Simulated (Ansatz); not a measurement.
## Mn, alpha-Mn (A12): geometry optimisation

Computed with DFT, PBE, plane waves (420 eV) with PAW, scalar-relativistic in Ansatz.

k-point mesh 3×3×3, Fermi-Dirac smearing 0.05 eV, starting moments 3.00, -2.50 ×4, -0.60 ×12, 0.60 ×12 μB. Cell and atoms relax.

Starting structure:

```cif
data_structure
_symmetry_space_group_name_H-M 'P 1'
_symmetry_Int_Tables_number 1
_cell_length_a 7.6210
_cell_length_b 7.6210
_cell_length_c 7.6210
_cell_angle_alpha 109.471
_cell_angle_beta 109.471
_cell_angle_gamma 109.471
_cell_volume 340.74
loop_
_atom_site_label
_atom_site_type_symbol
_atom_site_fract_x
_atom_site_fract_y
_atom_site_fract_z
_atom_site_occupancy
Mn1 Mn 0.36600 0.00000 0.00000 1
Mn2 Mn 0.60900 0.32300 0.00000 1
Mn3 Mn 0.60900 0.00000 0.32300 1
Mn4 Mn 0.81100 0.63300 0.00000 1
Mn5 Mn 0.81100 0.00000 0.63300 1
Mn6 Mn 0.82200 0.18900 0.18900 1
Mn7 Mn 0.00000 0.36600 0.00000 1
Mn8 Mn 0.32300 0.60900 0.00000 1
Mn9 Mn 0.00000 0.60900 0.32300 1
Mn10 Mn 0.63300 0.81100 0.00000 1
Mn11 Mn 0.00000 0.81100 0.63300 1
Mn12 Mn 0.18900 0.82200 0.18900 1
Mn13 Mn 0.00000 0.00000 0.36600 1
Mn14 Mn 0.00000 0.32300 0.60900 1
Mn15 Mn 0.32300 0.00000 0.60900 1
Mn16 Mn 0.00000 0.63300 0.81100 1
Mn17 Mn 0.63300 0.00000 0.81100 1
Mn18 Mn 0.18900 0.18900 0.82200 1
Mn19 Mn 0.00000 0.00000 0.00000 1
Mn20 Mn 0.63400 0.63400 0.63400 1
Mn21 Mn 0.39100 0.39100 0.71400 1
Mn22 Mn 0.71400 0.39100 0.39100 1
Mn23 Mn 0.39100 0.71400 0.39100 1
Mn24 Mn 0.67700 0.67700 0.28600 1
Mn25 Mn 0.28600 0.67700 0.67700 1
Mn26 Mn 0.67700 0.28600 0.67700 1
Mn27 Mn 0.36700 0.36700 0.17800 1
Mn28 Mn 0.17800 0.36700 0.36700 1
Mn29 Mn 0.36700 0.17800 0.36700 1
```

**Question.** What cell does the relaxation end in?

**Answer.** I-43m (spin ignored) with a = 8.619 Å; 11.04 Å³ per atom against 11.75 at the start (-6.0 %).

**Question.** How much energy does the relaxation gain?

**Answer.** 36.2 meV per atom.

Path of the relaxation (the plane waves are chosen anew near the end, which can shift the energy a little):

```json
{"step": "0", "E − E(final) (meV/atom)": "36.22", "V (Å³/atom)": "11.750", "P (GPa)": "-11.90", "max force (eV/Å)": "0.660"}
{"step": "1", "E − E(final) (meV/atom)": "5.88", "V (Å³/atom)": "11.259", "P (GPa)": "-4.59", "max force (eV/Å)": "0.405"}
{"step": "2", "E − E(final) (meV/atom)": "0.34", "V (Å³/atom)": "10.958", "P (GPa)": "1.46", "max force (eV/Å)": "0.048"}
{"step": "3", "E − E(final) (meV/atom)": "-0.21", "V (Å³/atom)": "11.036", "P (GPa)": "0.07", "max force (eV/Å)": "0.023"}
{"step": "4", "E − E(final) (meV/atom)": "-0.23", "V (Å³/atom)": "11.038", "P (GPa)": "0.04", "max force (eV/Å)": "0.019"}
{"step": "5", "E − E(final) (meV/atom)": "0.01", "V (Å³/atom)": "11.038", "P (GPa)": "0.05", "max force (eV/Å)": "0.019"}
{"step": "6", "E − E(final) (meV/atom)": "0.00", "V (Å³/atom)": "11.039", "P (GPa)": "0.02", "max force (eV/Å)": "0.003"}
{"step": "7", "E − E(final) (meV/atom)": "0.00", "V (Å³/atom)": "11.039", "P (GPa)": "0.02", "max force (eV/Å)": "0.003"}
```

**Question.** Which magnetic state does it end in?

**Answer.** ferrimagnetic, largest moment 2.89 μB in the atomic sphere; moments 2.89, -2.16 ×4, 0.42 ×12, -0.12 ×12 μB.
